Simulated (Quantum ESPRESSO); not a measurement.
# Te2Mo (P6_3/mmc) in Quantum ESPRESSO: notebook

Aim: see how the results for Te2Mo move with the level of theory and the settings. Levels: LDA, PBE. Tasks: band structure.

All numbers are computed with Quantum ESPRESSO 7.5; they aren't measurements. Logs are shortened: lines on timing, memory, paths and dates and some standing lists are left out, and cuts for length are marked.

**The experiment to reproduce.**

From “Broadband infrared study of pressure-tunable Fano resonance and metallization transition in 2H-MoTe2”, 2022, pmc:9569381, for a bulk crystal of Te2Mo at 300 K: band gap 0.88 ± 0.05 eV (indirect).

The runs below are set against these values where they give the same quantity.

### 1 The crystal as given

The structure is hexagonal, space group P6_3/mmc (No. 194). The conventional cell has a = 3.518 Å, b = 3.518 Å, c = 13.974 Å, α = 90.00°, β = 90.00°, γ = 120.00°. Te (site symmetry 3m) has 3 Mo at 2.72 Å as nearest neighbours. Around Mo (site symmetry -6m2) lie 6 Te at 2.72 Å.

### 2 Band structure, LDA

The input, pw.in:

```
&CONTROL
  calculation = 'scf'
  prefix = 'pwscf'
  outdir = './tmp'
  pseudo_dir = './pseudo'
  tprnfor = .true.
  tstress = .true.
  disk_io = 'low'
/
&SYSTEM
  ibrav = 0
  A = 3.5182
  nat = 6
  ntyp = 2
  ecutwfc = 45
  ecutrho = 360
  nbnd = 36
  occupations = 'smearing'
  smearing = 'fd'
  degauss = 0.00367493
/
&ELECTRONS
  conv_thr = 1.2d-09
  electron_maxstep = 120
  mixing_beta = 0.5
/
ATOMIC_SPECIES
Te   127.6000 te_lda_v1.uspp.F.UPF
Mo    95.9500 mo_lda_v1.uspp.F.UPF
CELL_PARAMETERS alat
   1.0000000000    0.0000000000    0.0000000000
  -0.5000000000    0.8660254038    0.0000000000
   0.0000000000    0.0000000000    3.9718037633
ATOMIC_POSITIONS alat
Te     0.5000000000    0.2886751346    1.5053136263
Te     0.0000000000    0.5773502692    3.4912155079
Te     0.5000000000    0.2886751346    0.4805882554
Te     0.0000000000    0.5773502692    2.4664901370
Mo     0.5000000000    0.2886751346    2.9788528225
Mo     0.0000000000    0.5773502692    0.9929509408
K_POINTS automatic
9 9 2 0 0 0
```

The input, bands.in:

```
&CONTROL
  calculation = 'bands'
  prefix = 'pwscf'
  outdir = './tmp'
  pseudo_dir = './pseudo'
  disk_io = 'low'
  verbosity = 'high'
/
&SYSTEM
  ibrav = 0
  A = 3.5182
  nat = 6
  ntyp = 2
  ecutwfc = 45
  ecutrho = 360
  nbnd = 36
  occupations = 'smearing'
  smearing = 'fd'
  degauss = 0.00367493
/
&ELECTRONS
  conv_thr = 1d-08
  electron_maxstep = 120
  mixing_beta = 0.5
  diago_full_acc = .true.
/
ATOMIC_SPECIES
Te   127.6000 te_lda_v1.uspp.F.UPF
Mo    95.9500 mo_lda_v1.uspp.F.UPF
CELL_PARAMETERS alat
   1.0000000000    0.0000000000    0.0000000000
  -0.5000000000    0.8660254038    0.0000000000
   0.0000000000    0.0000000000    3.9718037633
ATOMIC_POSITIONS alat
Te     0.5000000000    0.2886751346    1.5053136263
Te     0.0000000000    0.5773502692    3.4912155079
Te     0.5000000000    0.2886751346    0.4805882554
Te     0.0000000000    0.5773502692    2.4664901370
Mo     0.5000000000    0.2886751346    2.9788528225
Mo     0.0000000000    0.5773502692    0.9929509408
K_POINTS crystal
60
 0.0000000000  0.0000000000  0.0000000000 1
 0.0555555556  0.0000000000  0.0000000000 1
 0.1111111111  0.0000000000  0.0000000000 1
 0.1666666667  0.0000000000  0.0000000000 1
 0.2222222222  0.0000000000  0.0000000000 1
 0.2777777778  0.0000000000  0.0000000000 1
 0.3333333333  0.0000000000  0.0000000000 1
 0.3888888889  0.0000000000  0.0000000000 1
 0.4444444444  0.0000000000  0.0000000000 1
 0.5000000000  0.0000000000  0.0000000000 1
 0.4666666667  0.0666666667  0.0000000000 1
 0.4333333333  0.1333333333  0.0000000000 1
 0.4000000000  0.2000000000  0.0000000000 1
 0.3666666667  0.2666666667  0.0000000000 1
 0.3333333333  0.3333333333  0.0000000000 1
 0.3030303030  0.3030303030  0.0000000000 1
 0.2727272727  0.2727272727  0.0000000000 1
 0.2424242424  0.2424242424  0.0000000000 1
 0.2121212121  0.2121212121  0.0000000000 1
 0.1818181818  0.1818181818  0.0000000000 1
 0.1515151515  0.1515151515  0.0000000000 1
 0.1212121212  0.1212121212  0.0000000000 1
 0.0909090909  0.0909090909  0.0000000000 1
 0.0606060606  0.0606060606  0.0000000000 1
 0.0303030303  0.0303030303  0.0000000000 1
 0.0000000000  0.0000000000  0.0000000000 1
 0.0000000000  0.0000000000  0.5000000000 1
 0.0500000000  0.0000000000  0.5000000000 1
 0.1000000000  0.0000000000  0.5000000000 1
 0.1500000000  0.0000000000  0.5000000000 1
 0.2000000000  0.0000000000  0.5000000000 1
 0.2500000000  0.0000000000  0.5000000000 1
 0.3000000000  0.0000000000  0.5000000000 1
 0.3500000000  0.0000000000  0.5000000000 1
 0.4000000000  0.0000000000  0.5000000000 1
 0.4500000000  0.0000000000  0.5000000000 1
 0.5000000000  0.0000000000  0.5000000000 1
 0.4666666667  0.0666666667  0.5000000000 1
 0.4333333333  0.1333333333  0.5000000000 1
 0.4000000000  0.2000000000  0.5000000000 1
 0.3666666667  0.2666666667  0.5000000000 1
 0.3333333333  0.3333333333  0.5000000000 1
 0.3076923077  0.3076923077  0.5000000000 1
 0.2820512821  0.2820512821  0.5000000000 1
 0.2564102564  0.2564102564  0.5000000000 1
 0.2307692308  0.2307692308  0.5000000000 1
 0.2051282051  0.2051282051  0.5000000000 1
 0.1794871795  0.1794871795  0.5000000000 1
 0.1538461538  0.1538461538  0.5000000000 1
 0.1282051282  0.1282051282  0.5000000000 1
 0.1025641026  0.1025641026  0.5000000000 1
 0.0769230769  0.0769230769  0.5000000000 1
 0.0512820513  0.0512820513  0.5000000000 1
 0.0256410256  0.0256410256  0.5000000000 1
 0.0000000000  0.0000000000  0.5000000000 1
 0.5000000000  0.0000000000  0.5000000000 1
 0.5000000000  0.0000000000  0.0000000000 1
 0.3333333333  0.3333333333  0.0000000000 1
 0.3333333333  0.3333333333  0.2500000000 1
 0.3333333333  0.3333333333  0.5000000000 1
```

Potentials or basis: GBRV 1.5 LDA.

Started as:

```
> OMP_NUM_THREADS=1 mpirun -n 2 pw.x -nk 2 -in pw.in > pw.out
> OMP_NUM_THREADS=1 mpirun -n 2 pw.x -nk 2 -in bands.in > bands.out
```

pw.out:

```text
This program is part of the open-source Quantum ESPRESSO suite
     for quantum simulation of materials; please cite
         "P. Giannozzi et al., J. Phys.:Condens. Matter 21 395502 (2009);
         "P. Giannozzi et al., J. Phys.:Condens. Matter 29 465901 (2017);
         "P. Giannozzi et al., J. Chem. Phys. 152 154105 (2020);
     in publications or presentations arising from this work. More details at

     Message from routine setup:
     using ibrav=0 with symmetry is DISCOURAGED, use correct ibrav instead

     K-points division:     npool     =       2
     Subspace diagonalization in iterative solution of the eigenvalue problem:
     a serial algorithm will be used

     G-vector sticks info
     --------------------
     sticks:   dense  smooth     PW     G-vecs:    dense   smooth      PW
     Sum        1099     559    163               116457    41207    6823

     Using Slab Decomposition

     bravais-lattice index     =            0
     lattice parameter (alat)  =       6.6484  a.u.
     unit-cell volume          =    1010.8264 (a.u.)^3
     number of atoms/cell      =            6
     number of atomic types    =            2
     number of electrons       =        52.00
     number of Kohn-Sham states=           36
     kinetic-energy cutoff     =      45.0000  Ry
     charge density cutoff     =     360.0000  Ry
     scf convergence threshold =      1.2E-09
     mixing beta               =       0.5000
     number of iterations used =            8  plain     mixing
     Exchange-correlation= SLA  PZ   NOGX NOGC
                           (   1   1   0   0   0   0   0)

     celldm(1)=   6.648434  celldm(2)=   0.000000  celldm(3)=   0.000000
     celldm(4)=   0.000000  celldm(5)=   0.000000  celldm(6)=   0.000000

     crystal axes: (cart. coord. in units of alat)
               a(1) = (   1.000000   0.000000   0.000000 )
               a(2) = (  -0.500000   0.866025   0.000000 )
               a(3) = (   0.000000   0.000000   3.971804 )

     reciprocal axes: (cart. coord. in units 2 pi/alat)
               b(1) = (  1.000000  0.577350 -0.000000 )
               b(2) = (  0.000000  1.154701  0.000000 )
               b(3) = (  0.000000 -0.000000  0.251775 )

     PseudoPot. # 1 for Te read from file:
     te_lda_v1.uspp.F.UPF
     Pseudo is Ultrasoft + core correction, Zval =  6.0
     Generated by new atomic code, or converted to UPF format
     Using radial grid of  891 points,  5 beta functions with:
                l(1) =   0
                l(2) =   0
                l(3) =   1
                l(4) =   1
                l(5) =   2
     Q(r) pseudized with  6 coefficients,  rinner =    1.800   1.800   1.800
                                                       1.800   1.800

     PseudoPot. # 2 for Mo read from file:
     mo_lda_v1.uspp.F.UPF
     Pseudo is Ultrasoft + core correction, Zval = 14.0
     Generated by new atomic code, or converted to UPF format
     Using radial grid of  889 points,  6 beta functions with:
                l(1) =   0
                l(2) =   0
                l(3) =   1
                l(4) =   1
                l(5) =   2
                l(6) =   2
     Q(r) pseudized with  6 coefficients,  rinner =    1.000   1.000   1.000
                                                       1.000   1.000

     atomic species   valence    mass     pseudopotential
     Te                6.00   127.60000     Te( 1.00)
     Mo               14.00    95.95000     Mo( 1.00)

     24 Sym. Ops., with inversion, found (12 have fractional translation)

   Cartesian axes

     site n.     atom                  positions (alat units)
         1        Te     tau(   1) = (   0.5000000   0.2886751   1.5053136  )
         2        Te     tau(   2) = (   0.0000000   0.5773503   3.4912155  )
         3        Te     tau(   3) = (   0.5000000   0.2886751   0.4805883  )
         4        Te     tau(   4) = (   0.0000000   0.5773503   2.4664901  )
         5        Mo     tau(   5) = (   0.5000000   0.2886751   2.9788528  )
[... 47 lines left out ...]
     Davidson diagonalization with overlap
     ethr =  2.85E-11,  avg # of iterations =  3.7

     total energy              =    -385.27009632 Ry
     estimated scf accuracy    <       0.00000002 Ry

     iteration # 12     ecut=    45.00 Ry     beta= 0.50
     Davidson diagonalization with overlap
     ethr =  2.85E-11,  avg # of iterations =  2.0

     End of self-consistent calculation

          k = 0.0000 0.0000 0.0000 (  5127 PWs)   bands (ev):

   -50.9464 -50.9464 -25.1655 -25.1655 -25.0287 -25.0287 -25.0287 -25.0287
    -3.3556  -3.0365  -2.5044  -2.0078   3.8437   5.1374   6.6124   7.9241
     7.9241   7.9368   7.9368   8.7125   8.7125   8.7143   8.7495   8.7495
     9.4409   9.8097  12.6450  12.6450  12.7592  12.7592  12.8395  12.8395
    13.1009  13.1009  15.3466  15.8731

          k = 0.0000 0.0000-0.1259 (  5120 PWs)   bands (ev):

   -50.9464 -50.9464 -25.1655 -25.1655 -25.0287 -25.0287 -25.0287 -25.0287
    -3.2332  -3.2332  -2.2221  -2.2221   4.3396   4.3396   7.7033   7.7033
     7.9303   7.9303   7.9303   7.9303   8.7311   8.7311   8.7311   8.7311
     9.7175   9.7175  12.6737  12.6737  12.6737  12.6737  12.9979  12.9979
    12.9979  12.9979  15.7042  15.7042

          k = 0.0000 0.1283 0.0000 (  5117 PWs)   bands (ev):

   -50.9453 -50.9453 -25.1622 -25.1621 -25.0443 -25.0443 -25.0324 -25.0323
    -3.1825  -2.8662  -2.3766  -1.8962   4.0361   5.3208   6.5264   7.5272
     7.5609   8.0605   8.0842   8.1278   8.4791   8.5278   8.6757   8.7630
     9.6081   9.6523  12.1290  12.1362  12.1575  12.2518  12.4565  12.7336
    12.7792  12.9618  15.9870  16.5792

          k = 0.0000 0.1283-0.1259 (  5114 PWs)   bands (ev):

   -50.9453 -50.9453 -25.1622 -25.1622 -25.0443 -25.0443 -25.0324 -25.0324
    -3.0623  -3.0623  -2.1011  -2.1011   4.5170   4.5170   7.4663   7.4663
     7.5906   7.5906   8.0717   8.0717   8.5040   8.5040   8.6729   8.6729
     9.6226   9.6226  12.1186  12.1186  12.2428  12.2428  12.5522  12.5522
    12.9134  12.9134  16.4108  16.4109
[... 139 lines left out ...]
   -50.9359 -50.9359 -25.1415 -25.1415 -25.1352 -25.1352 -25.0904 -25.0904
    -1.0550  -1.0550  -0.7714  -0.7714   4.6814   4.6814   5.0635   5.0635
     6.1370   6.1370   6.5841   6.5841   7.1069   7.1069   7.9018   7.9018
     9.3831   9.3831  10.9662  10.9662  11.4503  11.4503  11.8396  11.8396
    13.3124  13.3124  14.7434  14.7434

          k = 0.3333 0.5774 0.0000 (  5211 PWs)   bands (ev):

   -50.9353 -50.9353 -25.1336 -25.1336 -25.1293 -25.1293 -25.1122 -25.1122
    -0.8696  -0.8696  -0.6659  -0.6659   4.8536   5.0569   5.0569   5.0944
     5.5243   5.8587   6.3868   6.3868   6.6396   6.6396   7.9308   7.9308
     9.4672   9.7057  10.7365  10.7365  10.8411  11.9163  12.0434  12.0434
    13.6083  13.6083  13.8943  14.9330

          k = 0.3333 0.5774-0.1259 (  5214 PWs)   bands (ev):

   -50.9353 -50.9353 -25.1335 -25.1335 -25.1293 -25.1293 -25.1122 -25.1122
    -0.8695  -0.8695  -0.6661  -0.6661   4.9482   4.9482   5.0834   5.0834
     5.7166   5.7166   6.1288   6.1288   7.0149   7.0149   7.7668   7.7668
     9.5607   9.5607  10.7424  10.7424  11.3282  11.3282  12.1263  12.1263
    13.3524  13.3524  14.7314  14.7314

     the Fermi energy is    10.1297 ev

!    total energy              =    -385.27009633 Ry
     estimated scf accuracy    <          9.1E-10 Ry
     smearing contrib. (-TS)   =      -0.00000318 Ry
     internal energy E=F+TS    =    -385.27009314 Ry

     The total energy is F=E-TS. E is the sum of the following terms:
     one-electron contribution =    -189.10364510 Ry
     hartree contribution      =     115.15410449 Ry
     xc contribution           =     -96.35533038 Ry
     ewald contribution        =    -214.96522215 Ry

     convergence has been achieved in  12 iterations

     Forces acting on atoms (cartesian axes, Ry/au):

     atom    1 type  1   force =     0.00000000    0.00000000   -0.00538992
     atom    2 type  1   force =     0.00000000   -0.00000000   -0.00538992
     atom    3 type  1   force =     0.00000000    0.00000000    0.00538992
     atom    4 type  1   force =     0.00000000   -0.00000000    0.00538992
     atom    5 type  2   force =     0.00000000   -0.00000000    0.00000000
     atom    6 type  2   force =     0.00000000    0.00000000    0.00000000

     Total force =     0.010780     Total SCF correction =     0.000040

     Computing stress (Cartesian axis) and pressure

          total   stress  (Ry/bohr**3)                   (kbar)     P=      -20.62
  -0.00014354  -0.00000000   0.00000000          -21.11       -0.00        0.00
  -0.00000000  -0.00014354  -0.00000000           -0.00      -21.11       -0.00
   0.00000000  -0.00000000  -0.00013336            0.00       -0.00      -19.62

=------------------------------------------------------------------------------=
   JOB DONE.
=------------------------------------------------------------------------------=
```

Wall time 2.3 min (2 MPI ranks of Arm Neoverse V2, shared host); peak memory 0.62 GiB.

Results:

```yaml
Free_energy: -5241.8667 eV
Pressure: -2.1 GPa
Largest_force: 0.139 eV/Å
Band_gap_on_the_k_mesh: 0.70 eV, indirect (least direct gap 1.03 eV)
Band_gap_along_the_path: 0.65 eV, indirect (least direct gap 1.03 eV)
```

Forces in eV/Å, atoms in the order of the input:
```
Te   0.000  0.000 -0.139
Te   0.000  0.000 -0.139
Te   0.000  0.000  0.139
Te   0.000  0.000  0.139
Mo   0.000  0.000  0.000
Mo   0.000  0.000  0.000
```

Levels at the corners of the path, in eV from the valence-band top:
```tsv
point	band 24	band 25	band 26	band 27	band 28	band 29
Γ	-1.06	-0.37	0.00	2.84	2.84	2.95
M	-0.98	-0.65	-0.37	1.23	1.30	1.38
K	-1.88	-0.34	-0.10	0.93	0.93	1.03
Γ	-1.06	-0.37	0.00	2.84	2.84	2.95
A	-1.08	-0.09	-0.09	2.86	2.86	2.86
L	-1.00	-0.51	-0.51	1.26	1.26	1.57
H	-2.04	-0.25	-0.25	0.93	0.93	1.52
A	-1.08	-0.09	-0.09	2.86	2.86	2.86
L	-1.00	-0.51	-0.51	1.26	1.26	1.57
M	-0.98	-0.65	-0.37	1.23	1.30	1.38
K	-1.88	-0.34	-0.10	0.93	0.93	1.03
H	-2.04	-0.25	-0.25	0.93	0.93	1.52
```

Caveat: spin-orbit coupling is left out, which moves the levels of the heavy elements.

### 3 Band structure, PBE

The input, pw.in:

```
&CONTROL
  calculation = 'scf'
  prefix = 'pwscf'
  outdir = './tmp'
  pseudo_dir = './pseudo'
  tprnfor = .true.
  tstress = .true.
  disk_io = 'low'
/
&SYSTEM
  ibrav = 0
  nat = 6
  ntyp = 2
  ecutwfc = 45
  ecutrho = 360
  nbnd = 36
  occupations = 'smearing'
  smearing = 'fd'
  degauss = 0.00367493
/
&ELECTRONS
  conv_thr = 1.2d-09
  electron_maxstep = 120
  mixing_beta = 0.5
/
ATOMIC_SPECIES
Te   127.6000 te_pbe_v1.uspp.F.UPF
Mo    95.9500 mo_pbe_v1.uspp.F.UPF
CELL_PARAMETERS angstrom
   3.5182000000    0.0000000000    0.0000000000
  -1.7591000000    3.0468505756    0.0000000000
   0.0000000000    0.0000000000   13.9736000000
ATOMIC_POSITIONS crystal
Te     0.6666666667    0.3333333333    0.3790000000
Te     0.3333333333    0.6666666667    0.8790000000
Te     0.6666666667    0.3333333333    0.1210000000
Te     0.3333333333    0.6666666667    0.6210000000
Mo     0.6666666667    0.3333333333    0.7500000000
Mo     0.3333333333    0.6666666667    0.2500000000
K_POINTS automatic
9 9 2 0 0 0
```

bands.in: that of step 2 with these lines changed.

```diff
@@ -10,3 +10,2 @@
   ibrav = 0
-  A = 3.5182
   nat = 6
@@ -27,15 +26,15 @@
 ATOMIC_SPECIES
-Te   127.6000 te_lda_v1.uspp.F.UPF
-Mo    95.9500 mo_lda_v1.uspp.F.UPF
-CELL_PARAMETERS alat
-   1.0000000000    0.0000000000    0.0000000000
-  -0.5000000000    0.8660254038    0.0000000000
-   0.0000000000    0.0000000000    3.9718037633
-ATOMIC_POSITIONS alat
-Te     0.5000000000    0.2886751346    1.5053136263
-Te     0.0000000000    0.5773502692    3.4912155079
-Te     0.5000000000    0.2886751346    0.4805882554
-Te     0.0000000000    0.5773502692    2.4664901370
-Mo     0.5000000000    0.2886751346    2.9788528225
-Mo     0.0000000000    0.5773502692    0.9929509408
+Te   127.6000 te_pbe_v1.uspp.F.UPF
+Mo    95.9500 mo_pbe_v1.uspp.F.UPF
+CELL_PARAMETERS angstrom
+   3.5182000000    0.0000000000    0.0000000000
+  -1.7591000000    3.0468505756    0.0000000000
+   0.0000000000    0.0000000000   13.9736000000
+ATOMIC_POSITIONS crystal
+Te     0.6666666667    0.3333333333    0.3790000000
+Te     0.3333333333    0.6666666667    0.8790000000
+Te     0.6666666667    0.3333333333    0.1210000000
+Te     0.3333333333    0.6666666667    0.6210000000
+Mo     0.6666666667    0.3333333333    0.7500000000
+Mo     0.3333333333    0.6666666667    0.2500000000
 K_POINTS crystal
```

Potentials or basis: GBRV 1.5 PBE.

Started as:

```
> OMP_NUM_THREADS=1 mpirun -n 2 pw.x -nk 2 -in pw.in > pw.out
> OMP_NUM_THREADS=1 mpirun -n 2 pw.x -nk 2 -in bands.in > bands.out
```

It took 2.3 min on 2 MPI ranks of Arm Neoverse V2, shared host; peak memory 0.62 GiB.

Results (log left out):

- Free energy: -5235.0809 eV
- Pressure: 3.7 GPa
- Largest force: 0.302 eV/Å
- Band gap on the k mesh: 0.73 eV, indirect (least direct gap 1.04 eV)
- Band gap along the path: 0.68 eV, indirect (least direct gap 1.04 eV)

Forces on the atoms (eV/Å):
```
Te   0.000  0.000  0.302
Te   0.000  0.000  0.302
Te   0.000  0.000 -0.302
Te   0.000  0.000 -0.302
Mo   0.000  0.000  0.000
Mo   0.000  0.000  0.000
```

Stress tensor (GPa, compression positive):
```
3.51 0.00 0.00
0.00 3.51 0.00
0.00 0.00 4.21
```

Levels at the corners of the path, in eV from the valence-band top:
```csv
point,band 23,band 24,band 25,band 26,band 27,band 28,band 29,band 30
Γ,-1.06,-1.06,-0.38,0.00,2.86,2.86,2.97,2.97
M,-1.07,-0.98,-0.65,-0.37,1.24,1.31,1.40,1.74
K,-1.89,-1.89,-0.33,-0.09,0.95,0.95,1.05,2.10
Γ,-1.06,-1.06,-0.38,0.00,2.86,2.86,2.97,2.97
A,-1.08,-1.08,-0.09,-0.09,2.89,2.89,2.89,2.89
L,-1.01,-1.01,-0.51,-0.51,1.27,1.27,1.59,1.59
H,-2.05,-2.05,-0.23,-0.23,0.95,0.95,1.53,1.53
A,-1.08,-1.08,-0.09,-0.09,2.89,2.89,2.89,2.89
L,-1.01,-1.01,-0.51,-0.51,1.27,1.27,1.59,1.59
M,-1.07,-0.98,-0.65,-0.37,1.24,1.31,1.40,1.74
K,-1.89,-1.89,-0.33,-0.09,0.95,0.95,1.05,2.10
H,-2.05,-2.05,-0.23,-0.23,0.95,0.95,1.53,1.53
```

Caveat: spin-orbit coupling is left out, which moves the levels of the heavy elements; this functional lacks dispersion, which binds the layers, so the pressure and a relaxed spacing across them are unreliable.

### 4 How close it comes

Step 2. Measured gap of Te2Mo: 0.88 eV (indirect; 300 K; quoted in “Broadband infrared study of pressure-tunable Fano resonance and metallization transition in 2H-MoTe2”, 2022, pmc:9569381). This calculation gives 0.65 eV (-0.23 eV). Spin-orbit coupling on Mo, Te is left out. The value is that of LDA, without temperature or zero-point motion. Semilocal functionals fall short of measured gaps as a rule.

Step 3. A measured gap of Te2Mo is 0.88 eV (indirect; 300 K; quoted in “Broadband infrared study of pressure-tunable Fano resonance and metallization transition in 2H-MoTe2”, 2022, pmc:9569381); the calculated 0.68 eV misses it by -0.20 eV. Spin-orbit coupling on Mo, Te is left out. The value is that of PBE, without temperature or zero-point motion. Semilocal functionals fall short of measured gaps as a rule.
